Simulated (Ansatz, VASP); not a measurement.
Two plane-wave programs on Ba

The input INCAR:

```
PREC = Accurate
ENCUT = 520
EDIFF = 1E-6
ISMEAR = 0
SIGMA = 0.15
LREAL = False
LASPH = True
NELM = 100
ALGO = Normal
ISIF = 2
LWAVE = False
LCHARG = True
GGA = PS
LELF = True
LVHAR = True
NBANDS = 11
```

File KPOINTS:

```
Automatic mesh
0
Gamma
  14 14 14
```

The input POSCAR:

```
Ba
1.0
    4.0544465353      0.0000000000      0.0000000000
    0.0000000000      4.0544465353      0.0000000000
    0.0000000000      0.0000000000      3.5087386401
Ba
1
Direct
    0.5000000000      0.5000000000      0.5000000000
```

Input for Ansatz:

```yaml
crystal:
  lattice:
    - [4.0544465353, 0.0, 0.0]
    - [0.0, 4.0544465353, 0.0]
    - [0.0, 0.0, 3.5087386401]
  atoms:
    - { symbol: Ba, position: [0.5, 0.5, 0.5] }
basis:
  ecutwfc: 420
kpoints:
  mp_grid: { grid: [14, 14, 14] }
hamiltonian:
  xc: pbesol
scf:
  occupations: { method: gaussian, width: 0.15 }
output:
  forces: true
  stress: true
  eigenvalues: true
```

Alike in both runs: task single point; functional PBEsol; k mesh 14 × 14 × 14; occupations gaussian, width 0.15 eV; no spin polarisation.

```csv
,VASP,Ansatz
version,VASP 6.6.1,Ansatz 0.2.0
potentials or method,"VASP PAW PBE potentials, release 64 (Ba_sv)","scalar-relativistic, plane waves, PAW"
plane-wave cutoff (eV),520,420
valence electrons in the cell,10,10
```

|  | VASP | Ansatz | Ansatz less VASP |
| --- | --- | --- | --- |
| gap on the k mesh at the Fermi level (eV) | none | none | - |
| pressure (GPa) | 0.1 | -0.2 | -0.22 |
| largest component of the traceless stress (GPa) | 3.68 | 3.51 | -0.172 |

A gap of «none» marks a metal or a gap that the smearing closes.

Caveats: the PAW data sets were made with another functional, which shifts forces and pressure a little (VASP). Spin-orbit coupling is left out, which matters for the levels of Ba.
